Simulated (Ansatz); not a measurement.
**CdS (F-43m): a single-point run**

Wanted: a converged single-point run for CdS (F-43m), and a check of what comes out. The structure is shown as the input types it.

The COD entry's cell or inner coordinates are ideal or old and differ from later refinements, so a difference from it is no clean test against experiment.

Program: Ansatz 0.2.0. Level of theory: DFT r2SCAN, scalar-relativistic, plane waves, PAW. These are calculated values, not measurements.

### 1 The system as given

Symmetry: F-43m, No. 216, cubic system. Conventional cell: a = 5.878 Å, b = 5.878 Å, c = 5.878 Å, α = 90.00°, β = 90.00°, γ = 90.00°. Around Cd (site symmetry -43m) lie 4 S at 2.55 Å. S (site symmetry -43m) has 4 Cd at 2.55 Å as nearest neighbours.

Coordinates:

```
CELL_PARAMETERS angstrom
0.00000 2.93892 2.93892
2.93892 0.00000 2.93892
2.93892 2.93892 0.00000
ATOMIC_POSITIONS crystal
Cd 0.00000 0.00000 0.00000
S 0.75000 0.75000 0.75000
```

### 2 Running it

Contents of input.yaml:

```yaml
crystal:
  lattice:
    - [0.0, 2.9389154368, 2.9389154368]
    - [2.9389154368, 0.0, 2.9389154368]
    - [2.9389154368, 2.9389154368, 0.0]
  atoms:
    - { symbol: Cd, position: [0.0, 0.0, 0.0] }
    - { symbol: S, position: [0.75, 0.75, 0.75] }
basis:
  ecutwfc: "50 eV"
  ecutrho_ratio: 4
kpoints:
  mp_grid: { grid: [8, 8, 8] }
hamiltonian:
  xc: r2scan
scf:
  occupations: { method: gaussian, width: 0.05 }
  max_iter: 100
output:
  forces: true
  stress: true
```

Started as:

```
$ ansatz run input.yaml --threads 4 --pin off --max-ram 7168MiB --backend cpu --events-out ev --progress --plain --runs-dir out
```

What happens when this is run?

The program finished normally, with warnings (cutoff below recommended). It gives a pressure of -152 GPa, which is large.

Look at the input: basis.ecutwfc is 50 eV. The basis cutoff is far too low: the plane waves can't represent the orbitals near the cores. The potentials' recommended cutoff is 500 eV.

Run again and compare: set basis.ecutwfc to 500.
